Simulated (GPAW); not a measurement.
Runs of GPAW 26.7.0 on GeS. It takes space group Pnma (No. 62, orthorhombic). Conventional cell: a = 10.481 Å, b = 3.646 Å, c = 4.299 Å, α = 90.00°, β = 90.00°, γ = 90.00°. Ge (site symmetry m) has 3 S at 2.44 to 2.45 Å as nearest neighbours. Around S (site symmetry m) lie 3 Ge at 2.44 to 2.45 Å. 

```csv
task,level,potentials or basis,band path,band points,mesh quality,gap on the mesh (eV),V0 of scaled cells (Å³/atom),B0 (GPa)
band structure,LDA,"the program's PAW data sets (release 1.2.1) made for this functional, pw","GXSYGZURTZ,YT,UX,SR",60,not flagged,1.02,-,-
equation of state,LDA,"PAW data sets generated in the run's folder for this functional, pw",-,-,coarse,-,(b),73
band structure,GLLB-SC,"the program's PAW data sets (release 1.2.1) made for this functional, pw","GXSYGZURTZ,YT,UX,SR",80,coarse,1.93,-,-
equation of state,vdW-DF-cx,"GPAW PAW data sets (gpaw-data 1.2.1), pw",-,-,coarse,-,(a),66
```

Alike in all rows: no spin polarisation; cell as given; k mesh 2 × 5 × 4; cutoff (eV) 600; smearing fermi-dirac 0.05 eV.

Problem. Estimate the missing entries.

Solution. (a) 20.63; (b) 19.77.

Caveats: some runs use coarse meshes; the cell was scaled at fixed shape and fractional positions, which overstates the stiffness of a crystal with free parameters, most of all of layers and chains (some runs); the GLLB-SC gap is the Kohn-Sham gap of the path plus the derivative discontinuity (some runs); a model potential gives levels but no total energy (some runs); an odd mesh through Γ misses points on the zone boundary, where band edges often lie (some runs); the PAW data sets were made with another functional, which shifts forces and pressure a little (some runs).

A k mesh can miss the band edges, and the runs leave out spin-orbit coupling on Ge.

Runs at the PBE level aren't shown here.
